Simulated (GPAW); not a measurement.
# MgB2 (P6/mmm) in GPAW: notebook

Runs on MgB2. Level: PBE. Tasks: single point.

All numbers are computed with GPAW 26.7.0; they aren't measurements. Logs are shortened: lines on timing, memory, paths and dates and some standing lists are left out, and cuts for length are marked. The log counts tension as positive stress, the text compression.

### 1 The structure

Symmetry: P6/mmm, No. 191, hexagonal system. Conventional cell: a = 3.085 Å, b = 3.085 Å, c = 3.523 Å, α = 90.00°, β = 90.00°, γ = 120.00°. Mg (site symmetry 6/mmm) has 12 B at 2.51 Å as nearest neighbours. B (site symmetry -6m2) has 3 B at 1.78 Å as nearest neighbours.

### 2 Single point, PBE

Contents of run.py:

```python
from ase import Atoms
from ase.dft.bandgap import bandgap
from ase.io import write
from ase.units import Bohr, GPa
from gpaw import GPAW, PW
from gpaw.elf import elf_from_dft_calculation

atoms = Atoms(['Mg', 'B', 'B'],
              cell=[[3.085, 0.0, 0.0],
                    [-1.5425, 2.6716883707, 0.0],
                    [0.0, 0.0, 3.523]],
              scaled_positions=[[0.0, 0.0, 0.0],
                                [0.6666666667, 0.3333333333, 0.5],
                                [0.3333333333, 0.6666666667, 0.5]],
              pbc=True)

calc = GPAW(mode=PW(800),
            xc='PBE',
            kpts={'size': (10, 10, 8), 'gamma': True},
            occupations={'name': 'methfessel-paxton', 'order': 0, 'width': 0.026000000000000002},
            nbands=17,
            convergence={'density': 1e-05, 'energy': 1e-05},
            maxiter=150,
            txt='gpaw.txt')
atoms.calc = calc
energy = atoms.get_potential_energy()
forces = atoms.get_forces()
stress = atoms.get_stress()
calc.write('gs.gpw')
write('result.traj', atoms)
print(f'Energy: {energy:.6f} eV')
print('Forces (eV/A):')
print(forces.round(4))
print('Stress (GPa):', (stress / GPa).round(3))
print('Fermi level:', round(calc.get_fermi_level(), 4), 'eV')
print(f'Gap: {bandgap(calc)[0]:.4f} eV, direct: {bandgap(calc, direct=True)[0]:.4f} eV')

# fields on the real-space grid
write('density.cube', atoms, data=calc.get_pseudo_density() * Bohr**3)
write('potential.cube', atoms, data=calc.get_electrostatic_potential())
write('elf.cube', atoms, data=elf_from_dft_calculation(calc).data)
```

Potentials or basis: GPAW PAW data sets (gpaw-data 1.2.1), pw.

On the command line:

```sh
OMP_NUM_THREADS=1 python run.py
```

gpaw.txt:

```text
__  _  _
 | _ |_)|_||  |
 |__||  | ||/\| - 26.7.0

Input parameters:
  mode=PW(ecut=800.0),
  convergence={'density': 1e-05, 'energy': 1e-05},
  kpts=MonkhorstPack(size=(10, 10, 8), gamma=True),
  maxiter=150,
  nbands=17,
  occupations=Occupations(name='methfessel-paxton', order=0, width=0.026000000000000002),
  xc=XC(name='PBE')

Diagonalizing LCAO Hamiltonian
Converting LCAO to pw mode

         B  B

       Mg

Atoms  # Å, Bohr magnetons
|   | symbol |         x |        y |        z |    initial magnetic moments |
|---|--------|-----------|----------|----------|-----------------------------|
| 0 |     Mg |  0.000000 | 0.000000 | 0.000000 | ( 0.0000,  0.0000,  0.0000) |
| 1 |      B |  1.542500 | 0.890563 | 1.761500 | ( 0.0000,  0.0000,  0.0000) |
| 2 |      B | -0.000000 | 1.781126 | 1.761500 | ( 0.0000,  0.0000,  0.0000) |

Unit cell  # Å
| periodic |         x |        y |        z |  lengths |     angles |
|----------|-----------|----------|----------|----------|------------|
|      yes |  3.085000 | 0.000000 | 0.000000 | 3.085000 |  90.000000 |
|      yes | -1.542500 | 2.671688 | 0.000000 | 3.085000 |  90.000000 |
|      yes |  0.000000 | 0.000000 | 3.523000 | 3.523000 | 120.000000 |

Number of symmetries: 24
Symmetry operations  # r_c * U_cc + t_c -> r_c
|    | kind |            matrix            |
|----|------|------------------------------|
|  0 |  σ   |  1, 1, 0,  0,-1, 0,  0, 0, 1 |
|  1 |  C2  |  1, 1, 0,  0,-1, 0,  0, 0,-1 |
|  2 |  C6  |  1, 1, 0, -1, 0, 0,  0, 0, 1 |
|  3 |  S6  |  1, 1, 0, -1, 0, 0,  0, 0,-1 |
|  4 |  E   |  1, 0, 0,  0, 1, 0,  0, 0, 1 |
|  5 |  σ   |  1, 0, 0,  0, 1, 0,  0, 0,-1 |
|  6 |  σ   |  1, 0, 0, -1,-1, 0,  0, 0, 1 |
|  7 |  C2  |  1, 0, 0, -1,-1, 0,  0, 0,-1 |
|  8 |  σ   |  0, 1, 0,  1, 0, 0,  0, 0, 1 |
|  9 |  C2  |  0, 1, 0,  1, 0, 0,  0, 0,-1 |
| 10 |  C3  |  0, 1, 0, -1,-1, 0,  0, 0, 1 |
| 11 |  S3  |  0, 1, 0, -1,-1, 0,  0, 0,-1 |
| 12 |  C6  |  0,-1, 0,  1, 1, 0,  0, 0, 1 |
| 13 |  S6  |  0,-1, 0,  1, 1, 0,  0, 0,-1 |
| 14 |  σ   |  0,-1, 0, -1, 0, 0,  0, 0, 1 |
| 15 |  C2  |  0,-1, 0, -1, 0, 0,  0, 0,-1 |
| 16 |  σ   | -1, 0, 0,  1, 1, 0,  0, 0, 1 |
| 17 |  C2  | -1, 0, 0,  1, 1, 0,  0, 0,-1 |
| 18 |  C2  | -1, 0, 0,  0,-1, 0,  0, 0, 1 |
| 19 |  i   | -1, 0, 0,  0,-1, 0,  0, 0,-1 |
| 20 |  C3  | -1,-1, 0,  1, 0, 0,  0, 0, 1 |
| 21 |  S3  | -1,-1, 0,  1, 0, 0,  0, 0,-1 |
| 22 |  σ   | -1,-1, 0,  0, 1, 0,  0, 0, 1 |
| 23 |  C2  | -1,-1, 0,  0, 1, 0,  0, 0,-1 |

BZ-sampling:
  Number of BZ points: 800
  Number of IBZ points: 70

  Monkhorst-Pack size: [10, 10, 8]
  Monkhorst-Pack shift: [0.05, 0.05, 0.0625]

K-points  # in reciprocal-cell coordinates
|     |                                coordinates |     weight |
|-----|--------------------------------------------|------------|
|   0 | (  0.00000000,   0.00000000,   0.00000000) | 0.00125000 |
|   1 | (  0.00000000,   0.00000000,   0.12500000) | 0.00250000 |
|   2 | (  0.00000000,   0.00000000,   0.25000000) | 0.00250000 |
|   3 | (  0.00000000,   0.00000000,   0.37500000) | 0.00250000 |
|   4 | (  0.00000000,   0.00000000,   0.50000000) | 0.00125000 |
|   5 | (  0.10000000,   0.00000000,   0.00000000) | 0.00750000 |
|   6 | (  0.10000000,   0.00000000,   0.12500000) | 0.01500000 |
|   7 | (  0.10000000,   0.00000000,   0.25000000) | 0.01500000 |
|   8 | (  0.10000000,   0.00000000,   0.37500000) | 0.01500000 |
|   9 | (  0.10000000,   0.00000000,   0.50000000) | 0.00750000 |
| ... |                                            |            |
|  69 | (  0.50000000,   0.50000000,   0.50000000) | 0.00375000 |

Plane wave coefficients: 1509
Cutoff: 800.0 eV

Spin-components: 1 (collinear spins)
Bands:           17
Projectors:      15
Spin-degeneracy: 2
Datatype:        complex128

Parallelization:
  kpt:    1
  domain: 1
  band:   1

Density:
  Valence electrons: 16.0
  Components: 1
  Grid points: [21 21 24]
  Charge: 0.0  # |e|

Potential:
  Grid points: [21 21 24]

species:
  Mg:
    name:    Magnesium
    Z:       12.0
    valence: 10
    core:    2
    charge:  0.0  # [|e|]
    compensation charges:
      type: gauss
      rc: 0.33  # [Å]
      lmax: 2
    cutoffs:
      filter: 1.86  # [Å]
      core: 0.54  # [Å]
    projectors
    | kind |    occ | energy [eV] | rcut [Å] |
    |------|--------|-------------|----------|
    |   2s |  2.000 |     -79.840 |    1.090 |
    |   3s |  2.000 |      -4.705 |    1.090 |
    |   2p |  6.000 |     -46.613 |    1.085 |
    |   3p |  0.000 |      -1.330 |    1.085 |
    |    d |        |       0.000 |    1.037 |

    Using partial waves for Mg as LCAO basis

  B:
    name:    Boron
    Z:       5.0
    valence: 3
    core:    2
    charge:  0.0  # [|e|]
    compensation charges:
      type: gauss
      rc: 0.20  # [Å]
      lmax: 2
    cutoffs:
      filter: 1.14  # [Å]
      core: 1.38  # [Å]
    projectors
    | kind |    occ | energy [eV] | rcut [Å] |
    |------|--------|-------------|----------|
    |   2s |  2.000 |      -9.443 |    0.635 |
    |   2p |  1.000 |      -3.606 |    0.635 |
    |    s |        |      17.768 |    0.635 |
    |    p |        |      23.605 |    0.635 |
    |    d |        |       0.000 |    0.635 |

    Using partial waves for B as LCAO basis

Reference energy: -6788.624023  # eV

eigensolver:
  PPCG
  Converge bands: occupied
  niter=2

density mixing:
  MSR1-Mixer
  Pratt-step length: 0.05
  Maximum mixing coefficient: 0.75
  Old densities: 10
  SVD Regularization: 0.005
  Good broyden scale: 1.0
  Trust region scale: 1.0
  Backstep threshold: 4.0
  History deletion threshold: 6.0
  Fourier metric: weight=20.0, sigma=0.015

occupation numbers:
  Methfessel-Paxton:
    width: 0.0260  # eV
    order: 0

poisson solver:
  ecut: 6400.0  # eV

xc functional:
  name: PBE with 2 nearest neighbor stencil

convergence criteria:
- Maximum integral of absolute [dens]ity change: 1e-05 electrons / valence electron
- Maximum [total energy] change in last 3 cyles: 1e-05 eV / valence electron
- Maximum integral of absolute [eigenst]ate change: 4e-08 eV^2 / valence electron
maximum number of iterations: 150

SCF iterations
|iter     | |      energy | eigst |  dens |
|---------|-|-------------|-------|-------|
|iter:   1| |  -16.880912 | +0.12 |       |
|iter:   2| |  -16.610542 | -2.32 | -0.95 |
|iter:   3| |  -15.426287 | -1.28 | -0.99 |
|iter:   4| |  -15.423372 | -3.25 | -1.78 |
|iter:   5| |  -15.424869 | -3.89 | -2.08 |
|iter:   6| |  -15.424883 | -5.57 | -3.12 |
|iter:   7| |  -15.424883c| -6.10 | -3.69 |
|iter:   8| |  -15.424883c| -7.47c| -4.65 |
|iter:   9| |  -15.424883c| -8.04c| -5.07c|

Converged in 9 steps
Energy contributions relative to reference atoms: (reference = -6788.624023)

Energy contributions:
  Kinetic:          10.086021
  Coulomb:          -6.195659
  Zero:             -0.020354
  External:          0.000000
  Xc:              -19.294735
  Entropy:          -0.000312
  Spinorbit:         0.000000
  ----------------------------
  Free energy:     -15.425039
  Extrapolated:    -15.424883

dipole moment: (-2.215116, -3.836693, -5.059224)  # |e|*Ang

Fermi level: 7.246
Eigenvalues  # (at kpt = [0.000, 0.000, 0.000])
| band index |      eig [eV] | occ [0-2] |
|------------|---------------|-----------|
|          0 |       -68.093 |     2.000 |
|          1 |       -34.865 |     2.000 |
|          2 |       -34.865 |     2.000 |
|          3 |       -34.850 |     2.000 |
|          4 |        -5.193 |     2.000 |
|          5 |         4.280 |     2.000 |
|          6 |         7.580 |     0.000 |
|          7 |         7.580 |     0.000 |
|          8 |         8.865 |     0.000 |
|          9 |        13.518 |     0.000 |
|         10 |        13.518 |     0.000 |
|         11 |        15.281 |     0.000 |
|         12 |        17.143 |     0.000 |
|         13 |        19.904 |     0.000 |
|        ... |               |           |
|         16 |        26.288 |     0.000 |

No gap
No difference between direct/indirect transitions

Forces  # eV/Ang
|        x |        y |       z |
|----------|----------|---------|
|  0.00000 |  0.00000 | 0.00000 |  # Mg   0
| -0.00000 |  0.00000 | 0.00000 |  # B    1
|  0.00000 | -0.00000 | 0.00000 |  # B    2

Stress tensor  # eV/Ang^3
|        x |        y |        z |
|----------|----------|----------|
| 0.005573 | 0.000000 | 0.000000 |
| 0.000000 | 0.005573 | 0.000000 |
| 0.000000 | 0.000000 | 0.010060 |

# Writing to gs.gpw (mode='')
```

Run time: 32 s. Hardware: 1 thread of Intel Xeon at 2.70GHz, shared host; peak memory 0.19 GiB.

What came out:

| Item | Value |
| --- | --- |
| Free energy | -15.4250 eV |
| Pressure | -1.1 GPa |
| Band gap on the k mesh | none (metal or under the smearing width) |

Stress tensor (GPa, compression positive):
```
-0.89  0.00  0.00
 0.00 -0.89  0.00
 0.00  0.00 -1.61
```

Levels at points of the mesh, in eV from the Fermi level:
```csv
k point,band 6,band 7,band 8,band 9,band 10,band 11
"(0.00, 0.00, 0.00)",-2.97,0.33,0.33,1.62,6.27,6.27
"(0.00, 0.00, 0.50)",-7.45,0.71,0.71,6.61,6.61,7.90
"(0.50, 0.50, 0.00)",-7.85,-2.20,0.18,3.04,3.84,5.28
"(0.50, 0.50, 0.50)",-6.94,-3.59,-1.90,-1.33,5.66,8.75
```

### 3 Single point, PBE

Changes to run.py since step 2:

```diff
@@ -3,5 +3,4 @@
 from ase.io import write
-from ase.units import Bohr, GPa
+from ase.units import GPa
 from gpaw import GPAW, PW
-from gpaw.elf import elf_from_dft_calculation
 
@@ -19,3 +18,3 @@
             kpts={'size': (10, 10, 8), 'gamma': True},
-            occupations={'name': 'methfessel-paxton', 'order': 0, 'width': 0.026000000000000002},
+            occupations={'name': 'methfessel-paxton', 'order': 0, 'width': 0.027000000000000003},
             nbands=17,
@@ -36,6 +35 @@
 print(f'Gap: {bandgap(calc)[0]:.4f} eV, direct: {bandgap(calc, direct=True)[0]:.4f} eV')
-
-# fields on the real-space grid
-write('density.cube', atoms, data=calc.get_pseudo_density() * Bohr**3)
-write('potential.cube', atoms, data=calc.get_electrostatic_potential())
-write('elf.cube', atoms, data=elf_from_dft_calculation(calc).data)
```

Potentials or basis: GPAW PAW data sets (gpaw-data 1.2.1), pw.

On the command line:

```sh
OMP_NUM_THREADS=1 python run.py
```

Run time: 31 s. Hardware: 1 thread of Intel Xeon at 2.70GHz, shared host; peak memory 0.19 GiB.

It converged, with:

```
Free energy            : -15.4251 eV
Pressure               : -1.1 GPa
Band gap on the k mesh : none (metal or under the smearing width)
```

Stress tensor (GPa, compression positive):
```
-0.90  0.00  0.00
 0.00 -0.90  0.00
 0.00  0.00 -1.60
```

Levels at points of the mesh, in eV from the Fermi level:
```csv
k point,band 4,band 5,band 6,band 7,band 8,band 9,band 10,band 11,band 12,band 13
"(0.00, 0.00, 0.00)",-42.10,-12.44,-2.97,0.33,0.33,1.62,6.27,6.27,8.03,9.90
"(0.00, 0.00, 0.50)",-42.10,-11.16,-7.45,0.71,0.71,6.61,6.61,7.90,9.80,9.95
"(0.50, 0.50, 0.00)",-42.09,-8.56,-7.85,-2.20,0.18,3.04,3.84,5.28,7.08,12.54
"(0.50, 0.50, 0.50)",-42.10,-7.59,-6.94,-3.59,-1.90,-1.33,5.66,8.75,8.86,13.00
```
